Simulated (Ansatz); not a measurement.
# CoSi2: the cost of one run

Method: DFT PBE, scalar-relativistic, plane waves, PAW, in Ansatz 0.2.0.

### 1 The starting structure

The structure is cubic, space group Fm-3m (No. 225). Conventional cell: a = 5.365 Å, b = 5.365 Å, c = 5.365 Å, α = 90.00°, β = 90.00°, γ = 90.00°. Co (site symmetry m-3m) is surrounded by 8 Si at 2.32 Å. Si (site symmetry -43m) has 4 Co at 2.32 Å as nearest neighbours.

As a file:

```xyz
12
Lattice="5.3650 0.0000 0.0000 0.0000 5.3650 0.0000 0.0000 0.0000 5.3650" Properties=species:S:1:pos:R:3 pbc="T T T"
Co    0.0000    0.0000    0.0000
Co    0.0000    2.6825    2.6825
Co    2.6825    0.0000    2.6825
Co    2.6825    2.6825    0.0000
Si    1.3413    1.3413    1.3413
Si    4.0237    4.0237    4.0237
Si    1.3413    4.0237    4.0237
Si    4.0237    1.3413    1.3413
Si    4.0237    1.3413    4.0237
Si    1.3413    4.0237    1.3413
Si    4.0237    4.0237    1.3413
Si    1.3413    1.3413    4.0237
```

### 2 Relaxing cell and atoms: CoSi2, no spin

input.yaml reads:

```yaml
crystal:
  lattice:
    - [5.365, 0.0, 0.0]
    - [0.0, 5.365, 0.0]
    - [0.0, 0.0, 5.365]
  atoms:
    - { symbol: Co, position: [0.0, 0.0, 0.0] }
    - { symbol: Co, position: [0.0, 0.5, 0.5] }
    - { symbol: Co, position: [0.5, 0.0, 0.5] }
    - { symbol: Co, position: [0.5, 0.5, 0.0] }
    - { symbol: Si, position: [0.25, 0.25, 0.25] }
    - { symbol: Si, position: [0.75, 0.75, 0.75] }
    - { symbol: Si, position: [0.25, 0.75, 0.75] }
    - { symbol: Si, position: [0.75, 0.25, 0.25] }
    - { symbol: Si, position: [0.75, 0.25, 0.75] }
    - { symbol: Si, position: [0.25, 0.75, 0.25] }
    - { symbol: Si, position: [0.75, 0.75, 0.25] }
    - { symbol: Si, position: [0.25, 0.25, 0.75] }
scf:
  occupations: { method: methfessel_paxton, width: 0.1 }
output:
  forces: true
  stress: true
  eigenvalues: true
  write_density: true
  write_potential: true
  elf: true
  volumetric_format: npy
kpoints:
  mp_grid: { grid: [10, 10, 10] }
hamiltonian:
  xc: pbe
relax:
  f_tol: 0.005
  adjacent_minimum: "off"
  cell: { stress_tol: 0.03, fix: [shape] }
```

Started as:

```
> ansatz run input.yaml --threads 4 --pin off --max-ram 10240MiB --backend cpu --events-out ev --progress --plain --runs-dir out
```

**Question.** How long does this run take on 4 threads of Arm Neoverse V2, shared host, and how much memory does it need?

About 37 s, with a peak of 0.81 GiB.
